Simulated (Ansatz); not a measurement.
Crystal: KI.

```xyz
2
Lattice="0.0000 3.5328 3.5328 3.5328 0.0000 3.5328 3.5328 3.5328 0.0000" Properties=species:S:1:pos:R:3 pbc="T T T"
I     3.5328    3.5328    3.5328
K     0.0000    0.0000    0.0000
```

| Item | Value |
| --- | --- |
| Program | Ansatz 0.2.0 |
| Task | relaxation of cell and atoms |
| Functional | PBE |
| Potentials or basis | all-electron LAPW, scalar-relativistic |
| Basis error allowed | 0.001 eV/atom |
| k mesh | 7 × 7 × 7 |
| Occupations | fermi-dirac, width 0.05 eV |
| Spin | no spin polarisation |

At the start: volume 44.09 Å³/atom.

Problem. Where does the relaxation end?

Solution. Over 4 steps the energy falls by 3.9 meV/atom and the volume is 46.20 Å³/atom (+4.8 %); space group Fm-3m (No. 225, to 0.05 Å).

Step by step:
```tsv
step	energy change (eV)	largest force (eV/Å)	volume (Å³)
1	0.0000	0.0000	88.18
2	-0.0049	0.0000	89.89
3	-0.0078	0.0000	92.40
4	-0.0078	0.0000	92.40
```

Final structure:
```
CELL_PARAMETERS angstrom
0.00000 3.58819 3.58819
3.58819 0.00000 3.58819
3.58819 3.58819 0.00000
ATOMIC_POSITIONS crystal
I 0.50000 0.50000 0.50000
K 0.00000 0.00000 0.00000
```
